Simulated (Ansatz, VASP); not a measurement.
**ZnS (Wurtzite-2H): VASP beside Ansatz**

File INCAR:

```
SYSTEM = ZnS
PREC = Accurate ; ENCUT = 520
EDIFF = 1E-6 ; ISMEAR = 0
SIGMA = 0.028000000000000004 ; LREAL = .False.
LASPH = .True. ; NELM = 100
ALGO = Fast ; ISIF = 2
LWAVE = .False. ; LCHARG = .True.
GGA = PE ; LELF = .True.
LVHAR = .True. ; NBANDS = 26
```

The input KPOINTS:

```
regular mesh
0
Gamma
  8 8 5
  0 0 0
```

POSCAR

```
ZnS
1.0
    3.8110000000      0.0000000000      0.0000000000
   -1.9055000000      3.3004228138      0.0000000000
    0.0000000000      0.0000000000      6.2340000000
Zn S
2 2
Direct
    0.6666666667      0.3333333333      0.5000000000
    0.3333333333      0.6666666667      0.0000000000
    0.6666666667      0.3333333333      0.8850000000
    0.3333333333      0.6666666667      0.3850000000
```

The input input.yaml:

```yaml
crystal:
  lattice:
    - [3.811, 0.0, 0.0]
    - [-1.9055, 3.3004228138, 0.0]
    - [0.0, 0.0, 6.234]
  atoms:
    - { symbol: Zn, position: [0.6666666667, 0.3333333333, 0.5] }
    - { symbol: Zn, position: [0.3333333333, 0.6666666667, 0.0] }
    - { symbol: S, position: [0.6666666667, 0.3333333333, 0.885] }
    - { symbol: S, position: [0.3333333333, 0.6666666667, 0.385] }
hamiltonian:
  xc: pbe
  pseudopotentials: { kind: paw }
kpoints:
  mp_grid: { grid: [8, 8, 5] }
scf:
  occupations: { method: gaussian, width: 0.028 }
output:
  forces: true
  stress: true
  eigenvalues: true
```

Alike in both runs: task single point; functional PBE; k mesh 8 × 8 × 5; occupations gaussian, width 0.028 eV; no spin polarisation.

```csv
,VASP,Ansatz
version,VASP 6.6.1,Ansatz 0.2.0
potentials or method,"VASP PAW PBE potentials, release 64 (Zn, S)",Ansatz PAW
plane-wave cutoff (eV),520,420
valence electrons in the cell,36,36
```

```csv
,VASP,Ansatz,Ansatz less VASP
gap on the k mesh at the Fermi level (eV),2.25,2.25,-0.005
least direct gap on the mesh (eV),2.25,2.25,-0.005
pressure (GPa),2.5,2.3,-0.22
largest component of the traceless stress (GPa),1.37,1.35,-0.023
rms of the force components (eV/Å),0.186,0.184,-0.0019
```

Atom by atom the forces differ by 0.002 eV/Å (rms over components). With one functional, cell and mesh, what is left measures potentials, basis and numerics.

Caveats: odd divisions of the mesh miss points on the zone boundary, where band edges often lie, so the gap on the mesh can be too wide (Ansatz). As with any semilocal functional, this PBE gap is likely too small.
